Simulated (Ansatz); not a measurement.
# Σ5 (310) boundary in fcc Ir with Cr (substitutional): structure and resistance, part 2 of 2

Wanted: what the Σ5 (310) boundary in fcc Ir with Cr (substitutional) costs an interconnect.

Ansatz 0.2.0; Ansatz plane-wave DFT, PBE, PAW files; relaxation of a bicrystal slab with its lowest layers held; PAW set soft_1 (the session's first sound run).

So far. Step 2 (Relaxing the bicrystal): The largest force component on a free atom ends at 0.011 eV/Å, under the tolerance of 0.03, after 9 steps.

### Step 3. Transmission across the boundary

Bulk layers of each grain are laid under and over the relaxed boundary, and a lead is named in the middle of each, away from the free faces. The mesh across the current, 10×16, is finer than the density's, because channels open and close sharply across the zone. Energies from -0.1 to 0.1 eV in steps of 0.05 eV are too few for the program's thermal sum, so it prints no conductance; for a metal the transmission near the Fermi level serves, at a fraction of the cost.

This step: Ansatz plane-wave DFT, PBE, PAW files; ballistic transport by layer matching (Landauer), zero bias; boundary relaxed in a short slab, bulk layers laid on; PAW set soft_1 (Ansatz 0.2.0).

System of this step: Σ5 (310) boundary in fcc Ir with Cr (substitutional). The cell holds 72 atoms: 71 Ir and 1 Cr. Its edges and angles: a = 6.071 Å, b = 3.839 Å, c = 51.495 Å, α = 90.0°, β = 90.0°, γ = 90.0°. It derives from Ir. Regions: lower grain, 29 atoms (29 Ir); boundary, 20 atoms (19 Ir and 1 Cr); upper grain, 23 atoms (23 Ir). Vacuum lies along c.

input.yaml reads:

```yaml
crystal:
  lattice:
    - [6.0706244242, 0.0, 0.0]
    - [0.0, 3.8394, 0.0]
    - [0.0, 0.0, 51.4945059319]
  atoms:
    - { symbol: Ir, position: [11.7000000003, -19.5, 0.0776781897] }
    - { symbol: Ir, position: [11.4000000003, -19.0, 0.0894670676] }
    - { symbol: Ir, position: [11.1000000003, -18.5, 0.1012559455] }
    - { symbol: Ir, position: [10.8000000003, -18.0, 0.1130448234] }
    - { symbol: Ir, position: [10.5000000003, -17.5, 0.1248337013] }
    - { symbol: Ir, position: [10.2000000003, -17.0, 0.1366225791] }
    - { symbol: Ir, position: [9.9000000003, -16.5, 0.148411457] }
    - { symbol: Ir, position: [9.6000000002, -16.0, 0.1602003349] }
    - { symbol: Ir, position: [9.3000000002, -15.5, 0.1719892128] }
    - { symbol: Ir, position: [9.0000000002, -15.0, 0.1837780907] }
    - { symbol: Ir, position: [8.7000000002, -14.5, 0.1955669686] }
    - { symbol: Ir, position: [8.4000000002, -14.0, 0.2073558465] }
    - { symbol: Ir, position: [8.1000000002, -13.5, 0.2191447244] }
    - { symbol: Ir, position: [7.8000000002, -13.0, 0.2309336023] }
    - { symbol: Ir, position: [7.5000000002, -12.5, 0.2427224801] }
    - { symbol: Ir, position: [7.2000000002, -12.0, 0.254511358] }
    - { symbol: Ir, position: [6.9000000002, -11.5, 0.2663002359] }
    - { symbol: Ir, position: [6.6000000002, -11.0, 0.2780891138] }
    - { symbol: Ir, position: [6.3000000002, -10.5, 0.2898779917] }
    - { symbol: Ir, position: [6.0000000002, -10.0, 0.3016668696] }
    - { symbol: Ir, position: [5.7000000002, -9.5, 0.3134557475] }
    - { symbol: Ir, position: [5.4000000002, -9.0, 0.3252446254] }
    - { symbol: Ir, position: [5.1000000001, -8.5, 0.3370335033] }
    - { symbol: Ir, position: [4.8000000001, -8.0, 0.3488223811] }
    - { symbol: Ir, position: [4.5000000001, -7.5, 0.360611259] }
    - { symbol: Ir, position: [4.2000000001, -7.0, 0.3724001369] }
    - { symbol: Ir, position: [3.9000000001, -6.5, 0.3841890148] }
    - { symbol: Ir, position: [3.6000000001, -6.0, 0.3959778927] }
    - { symbol: Ir, position: [3.3000000001, -5.5, 0.4077667706] }
    - { symbol: Ir, position: [1.0e-10, 0.0, 0.4195556485] }
    - { symbol: Ir, position: [0.6962819736, 0.5, 0.4308251302] }
    - { symbol: Ir, position: [0.3998852178, 0.0, 0.4428194428] }
    - { symbol: Ir, position: [0.1013810212, 0.5, 0.456019452] }
    - { symbol: Ir, position: [0.7999011164, 0.0, 0.4658301662] }
    - { symbol: Ir, position: [0.5032966909, 0.5, 0.478604422] }
    - { symbol: Ir, position: [0.1944425009, 0.0, 0.4923861548] }
    - { symbol: Ir, position: [0.8998392715, 0.5, 0.5046063958] }
    - { symbol: Ir, position: [0.5938705442, 0.0, 0.5117797854] }
    - { symbol: Ir, position: [0.2760393748, 0.5, 0.5356723466] }
    - { symbol: Cr, position: [-0.006869234, 0.0, 0.5349163295] }
    - { symbol: Ir, position: [0.6017797072, 0.0, 0.5584283231] }
    - { symbol: Ir, position: [0.9026210199, 0.5, 0.5655537715] }
    - { symbol: Ir, position: [0.1994375962, 0.0, 0.5771091324] }
    - { symbol: Ir, position: [0.5072502347, 0.5, 0.5916071331] }
    - { symbol: Ir, position: [0.8057022011, 0.0, 0.6040282021] }
    - { symbol: Ir, position: [0.1076323079, 0.5, 0.61420393] }
    - { symbol: Ir, position: [0.4057395603, 0.0, 0.6272413298] }
    - { symbol: Ir, position: [0.7050415512, 0.5, 0.6387311527] }
    - { symbol: Ir, position: [0.0064406401, 0.0, 0.6511776189] }
    - { symbol: Ir, position: [3.3064406401, -5.5, 0.6629664967] }
    - { symbol: Ir, position: [3.6064406401, -6.0, 0.6747553746] }
    - { symbol: Ir, position: [3.9064406402, -6.5, 0.6865442525] }
    - { symbol: Ir, position: [4.2064406402, -7.0, 0.6983331304] }
    - { symbol: Ir, position: [4.5064406402, -7.5, 0.7101220083] }
    - { symbol: Ir, position: [4.8064406402, -8.0, 0.7219108862] }
    - { symbol: Ir, position: [5.1064406402, -8.5, 0.7336997641] }
    - { symbol: Ir, position: [5.4064406402, -9.0, 0.745488642] }
    - { symbol: Ir, position: [5.7064406402, -9.5, 0.7572775199] }
    - { symbol: Ir, position: [6.0064406402, -10.0, 0.7690663977] }
    - { symbol: Ir, position: [6.3064406402, -10.5, 0.7808552756] }
    - { symbol: Ir, position: [6.6064406402, -11.0, 0.7926441535] }
    - { symbol: Ir, position: [6.9064406402, -11.5, 0.8044330314] }
    - { symbol: Ir, position: [7.2064406402, -12.0, 0.8162219093] }
    - { symbol: Ir, position: [7.5064406402, -12.5, 0.8280107872] }
    - { symbol: Ir, position: [7.8064406402, -13.0, 0.8397996651] }
    - { symbol: Ir, position: [8.1064406402, -13.5, 0.851588543] }
    - { symbol: Ir, position: [8.4064406403, -14.0, 0.8633774209] }
    - { symbol: Ir, position: [8.7064406403, -14.5, 0.8751662987] }
    - { symbol: Ir, position: [9.0064406403, -15.0, 0.8869551766] }
    - { symbol: Ir, position: [9.3064406403, -15.5, 0.8987440545] }
    - { symbol: Ir, position: [9.6064406403, -16.0, 0.9105329324] }
    - { symbol: Ir, position: [9.9064406403, -16.5, 0.9223218103] }
kpoints:
  mp_grid: { grid: [4, 7, 1] }
hamiltonian:
  xc: pbe
  pseudopotentials: { kind: paw, azcp: { folder: soft_1 } }
scf:
  occupations: { method: fermi_dirac, width: 0.1 }
output:
  transmission:
    leads: [[15, 16], [59, 60]]
    kmesh: [10, 16]
    e_range: [-0.1, 0.1]
    de: 0.05
  write_potential: true
  write_density: true
  volumetric_format: npy
  elf: true
```

On the command line:

```sh
ansatz run input.yaml --threads 4 --pin off --max-ram 15360MiB --backend cpu --events-out ev --progress --plain --runs-dir out
```

Numbers of over 12 decimals in the logs are rounded to 6 here.

The log of the run:

```text
[...]
Crystal: 72 atoms, lattice volume = 1200.211 Å³
Basis set: ecut = 420 eV, 23453 PW (Γ)
Bands: 733, of which v1, the nominal top of the filled ones, is band 611 counted from 1 (610 counted from 0)
Symmetry: 2 space group operations
[...]
k-points: 12 of 28 (time reversal used)
[...]
SCF iter   1: F=—  HF=-850893.879051 eV  |F-HF|=—  |Δ(HF+E_count)|=         —  Δρ=7.01e-2  dr2=7.34e1  ethr=3.10e-3  ⟨swp⟩=6.2  Hψ=30070  notcnv=0  defer=207
[...]
SCF iter  13: F=-850882.747259 eV  HF=-850882.747259 eV  |F-HF|=3.67e-8  |Δ(HF+E_count)|=   3.18e-8  Δρ=1.10e-6  dr2=4.54e-8  ethr=8.19e-12  ⟨swp⟩=11.6  Hψ=34685  notcnv=0
SCF 1 converged in 13 iterations: F = -850882.747259 eV  dr2 = 4.54e-8
[...]
transmission: 405 of 4050 steps passed
transmission: 810 of 4050 steps passed
[...]
transmission: 4050 of 4050 steps passed
WARN: The output density's exchange-correlation potential varies sharply where the density is thin. Do not read a vacuum level from v_tot or v_xc, or from such a field of the output density. On a cell that repeats whose density bears no net charge and no dipole along the vacuum's axis use v_es (v_loc + v_h of the components); under efield.dipole_correction with no amplitude use v_es + v_field, which holds any externa [...]
SCF converged after 13 iterations
Free energy (F): -850882.747259 eV
[...]
Internal energy: -850880.285539 eV  (E = F + TS)
E sigma→0 (E₀):  -850881.516399 eV
Entropy (-TS):   -2.461721 eV (-34.191 meV/atom)
Fermi energy:    20.942872 eV
[...]
--- Band table (eV; the first three rows and the last of 12) ---
  k-point 0: bands = [... 607 lower, 20.7802, 20.8136, 20.8193, 20.8382, 20.8849, 20.9100, 20.9717, 20.9840, ... 118 higher]
  k-point 1: bands = [... 607 lower, 21.0022, 21.0189, 21.0704, 21.0788, 21.0912, 21.1394, 21.1967, 21.2345, ... 118 higher]
  k-point 2: bands = [... 607 lower, 21.0364, 21.1082, 21.1370, 21.1825, 21.2102, 21.2434, 21.2537, 21.2824, ... 118 higher]
  k-point 11: bands = [... 607 lower, 20.8048, 20.8247, 20.8456, 20.8592, 20.9208, 20.9398, 20.9547, 20.9581, ... 118 higher]
--- Transmission ---
  basis      : 205 plane waves across, 75 finite elements along
  points     : 54, standing for a mesh of 10 x 16
  energies   : 5 from -0.100000 to 0.100000 eV about the Fermi level, 0.050000 eV apart; the leads are filled to 0.000000 eV, and channels, transmission and decay are at 0.000000 eV
  crystal 0  : Ir4, at the sites [15, 16], period 2.4282 Å, over 18.21 Å; its Hamiltonian steps by up to 21.0 meV
    offset         : up to 0.0000 Å between an atom of the period and one for which it stands
    channels       : 6.175000e0 a spin
    conductance    : none, the energies end too early or step too widely for 300 K: set another output.transmission.e_range or a lower de, or, where they end at an eighth of basis.ecutwfc, a higher one
[...]
channels       : 6.150000e0 a spin
[...]
junction   : crystal 0 to crystal 1, 12.80 to 38.09 Å
    transmission   : 2.731831e0 a spin
[...]
```

Elapsed: 32 min, on 4 threads of Arm Neoverse V2, shared host; peak memory 11 GiB.

In the SCF lines HF is the Harris–Foulkes energy and dr2 the Hartree energy of the density residual, in eV; the loop may stop once dr2 is under the threshold and the program's other checks hold. Hψ counts applications of the Hamiltonian.

This step gave:

| Property | Result |
| --- | --- |
| free energy | -850882.7473 eV |
| energy at zero smearing | -850881.5164 eV |
| Fermi energy | 20.94 eV |
| cell area | 23.31 Å² |
| transmission per spin nearest the Fermi level | 2.732 |
| open channels per spin nearest the Fermi level | 6.175 |
| open channels per spin, upper lead | 6.15 |
| step of the lead's potential | 21 meV |
| step of the upper lead's potential | 19.6 meV |

Per spin. Table of transmission, zone mean by energy, zero at the Fermi level:

| energy (eV) | transmission, zone mean |
| --- | --- |
| -0.1000 | 2.72 |
| -0.0500 | 2.74 |
| 0.0000 | 2.73 |
| 0.0500 | 2.74 |
| 0.1000 | 2.79 |

Per spin. Open channels, zone mean against energy, zero at the Fermi level:

| energy (eV) | lead | upper lead |
| --- | --- | --- |
| -0.1000 | 6.04 | 6.04 |
| -0.0500 | 6.16 | 6.16 |
| 0.0000 | 6.17 | 6.15 |
| 0.0500 | 6.19 | 6.21 |
| 0.1000 | 6.22 | 6.25 |

Transmission over k1 and k2. At 0.0000 eV from the Fermi level.

Ten even steps from '_' (1.57) to '@' (4.02):
```
**....::::++::::....
++++----==##==----++
==**##**==++==**##**
::----::------::----
++****----##----****
====++++==@@==++++==
++++====%%++%%====++
++++##--++--++--##++
++++====%%++%%====++
====++++==@@==++++==
++****----##----****
::----::------::----
==**##**==++==**##**
++++----==##==----++
**....::::++::::....
**--__----++----__--
```
Columns: k1 (b1) from -0.5 to 0.4; rows upwards: k2 (b2) from -0.5 to 0.438.

Open channels over k1 and k2. At 0.0000 eV from the Fermi level.

Ten even steps from '_' (4.00) to '@' (9.00):
```
====::::::%%::::::==
==**====::**::====**
==****====::====****
________::**::______
======::::**::::====
====**==**%%**==**==
%%%%%%%%**==**%%%%%%
%%%%@@%%%%==%%%%@@%%
%%%%%%%%**==**%%%%%%
====**==**%%**==**==
======::::**::::====
________::**::______
==****====::====****
==**====::**::====**
====::::::%%::::::==
%%==__====%%====__==
```
Columns: k1 (b1) from -0.5 to 0.4; rows upwards: k2 (b2) from -0.5 to 0.438.

ELF in the ca plane at fractional y = 0.000, with atoms of Ir and Cr within 0.2 Å of it. It is the smooth field of the valence electrons, not physical close to the nuclei.

Ten even steps from '0' (0.14) to '9' (0.87), each cell a mean:
```
21001365553223322211003895001112233222455641
21001235542235653100001342000012556422245421
31101222212245455211111001211114645522112222
32122222101155454222222232222223555521001223
22245531000135553224553233555322455310001245
22355552101122322125555334545412222221001464
11464552212222111126445334545411112222112354
01355632235532100015564223555310012355422256
01223322255564100123432111333210012555532123
12221111255464111122221000122221113554631111
44321000245553112443210000123443112465521001
65541001123431124655311000125555211243221001
54542111222111125546421001235446311112221111
55532224322100125555431000235555310001234322
45422256552100113454322553133443210001455532
22112354463111122212214996112112211112554552
```
Columns run along c (16.0 Å, from fractional 0.37 to 0.68 of the cell), rows up along a (6.1 Å). Atoms in or near the plane, at fractional coordinates: Ir at (0.37, 0.20), Ir at (0.40, 0.60), Ir at (0.42, 0.00), Ir at (0.44, 0.40), Ir at (0.47, 0.80), Ir at (0.49, 0.19), Ir at (0.51, 0.59), Cr at (0.53, 0.99), Ir at (0.56, 0.60), Ir at (0.58, 0.20), Ir at (0.60, 0.81), Ir at (0.63, 0.41), Ir at (0.65, 0.01), Ir at (0.67, 0.61).

Valence density in the ca plane at fractional y = 0.000, with atoms of Ir and Cr within 0.2 Å of it. It is the smooth field of the valence electrons, not physical close to the nuclei.

Ten even steps from '0' (0 e/Å³) to '9' (18 e/Å³), each cell a mean:
```
00000024420000000000001682000000000000134310
00000001100002320000000110000000132100011100
00000000000014541000000000000000354200000000
00000000000014531000000000000000244200000000
00012100000001210001210000121000122000000012
00034410000000000002442001343100000000000034
00135410000000000003542001454100000000000035
00013200001110000001331000232000000012100012
00000000013420000000000000000000000244200000
00000000024531000000000000000000000245300000
11000000013320000010000000000110000133100000
34200000000100001332000000001332000000000000
45410000000000002453100000002453000000000000
34300000000000001342000000001342000000001000
11000013310000000110000231000110000000023200
00000025530000000000002793000000000000145410
```
Columns run along c (16.0 Å, from fractional 0.37 to 0.68 of the cell), rows up along a (6.1 Å). Atoms in or near the plane, at fractional coordinates: Ir at (0.37, 0.20), Ir at (0.40, 0.60), Ir at (0.42, 0.00), Ir at (0.44, 0.40), Ir at (0.47, 0.80), Ir at (0.49, 0.19), Ir at (0.51, 0.59), Cr at (0.53, 0.99), Ir at (0.56, 0.60), Ir at (0.58, 0.20), Ir at (0.60, 0.81), Ir at (0.63, 0.41), Ir at (0.65, 0.01), Ir at (0.67, 0.61).

Electrostatic potential energy in the ca plane at fractional y = 0.000, with atoms of Ir and Cr within 0.2 Å of it. With pseudopotentials it is smooth inside the atoms' cores, unlike the true potential.

Values in eV, 9 rows by 16 columns, each cell a mean:
```
 19  20 -27 -17   8  -9  19  19  -8   3  22   9 -13  12 -34  -3
 12  19  13  16 -15 -48  13  20  14  16  20 -12 -50  11  14  16
 12 -21   4  23   0 -26  11 -19   8 -11 -10   2 -24  17  21 -17
 12 -50 -14  18  14  17   7 -52 -10 -36 -34  19  16  13  18 -40
 19 -16   6 -13 -23  21  16 -20   8  -5  -5  22   8 -37   7  -6
  8  17  21 -26 -39  17  10  16  22  21  11  14   2 -50   3  21
-44   5  22   5   0  11 -40   0  23  21 -29 -22  16  -4  17  22
-47   3   5   8  22  10 -47  -5  11  14 -32 -25  22  20  -2  12
  3  16 -36 -25  21  19   2  12  -8   0   8  10  21  14 -47 -12
```
Columns run along c (16.0 Å, from fractional 0.37 to 0.68 of the cell; values clipped at the 3rd and 97th percentile), rows up along a (6.1 Å). Atoms in or near the plane, at fractional coordinates: Ir at (0.37, 0.20), Ir at (0.40, 0.60), Ir at (0.42, 0.00), Ir at (0.44, 0.40), Ir at (0.47, 0.80), Ir at (0.49, 0.19), Ir at (0.51, 0.59), Cr at (0.53, 0.99), Ir at (0.56, 0.60), Ir at (0.58, 0.20), Ir at (0.60, 0.81), Ir at (0.63, 0.41), Ir at (0.65, 0.01), Ir at (0.67, 0.61).

Over the solved energies the transmission per spin lies between 2.72 and 2.79, out of 6.16 channels of the lead on average (up to 6.22).

### Step 4. Specific resistance

This step: Ansatz plane-wave DFT, PBE, PAW files; ballistic transport by layer matching (Landauer), zero bias; specific resistance of the boundary; PAW set soft_1 (Ansatz 0.2.0).

This step gave:

- area resistance: 0.6084 fΩ m²
- T over the leads' mean channel count: 0.4453

Averaged over the energies near the Fermi level, 44.5 % of the channels pass, which makes 0.608 fΩ m².

By hand, with T and the leads' channels N averaged over the energies near the Fermi level: RA = A (h/2e²)(1/T − ½[1/N₁ + 1/N₂]) = 23.31×10⁻²⁰ m² × 12 906 Ω × (1/2.743 − ½[1/6.158 + 1/6.162]) = 0.608 fΩ m².

### Step 5. Outcome

```json
{"specific resistance of the boundary": "0.608 fΩ m²", "share of channels that pass": "0.445"}
```

What this shows: The boundary has a specific resistance of 0.61 fΩ m². The boundary reflects 55 % of the channels; 0.61 fΩ m² is 6.1×10⁻¹² Ω·cm². One Cr in 23.3 Å² of boundary is a high coverage. Each plane of this narrow cell holds one atom, so the solute fills a whole plane. One starting structure was relaxed; another shift or atom count at the boundary may lie lower. Spin-orbit coupling is left out, which matters for Ir. The runs have no spin polarisation, although Cr can order magnetically, which would change the channels.

[Logs are printed without paths, hosts, clocks, repeated set-up lines and the standing remarks that a program may print on its own settings, such as how far it seeks lower states.]

[Hosts, paths, dates, database ids (printed as entryN), source tags and the programs' standing remarks are cut or masked in the printed files.]
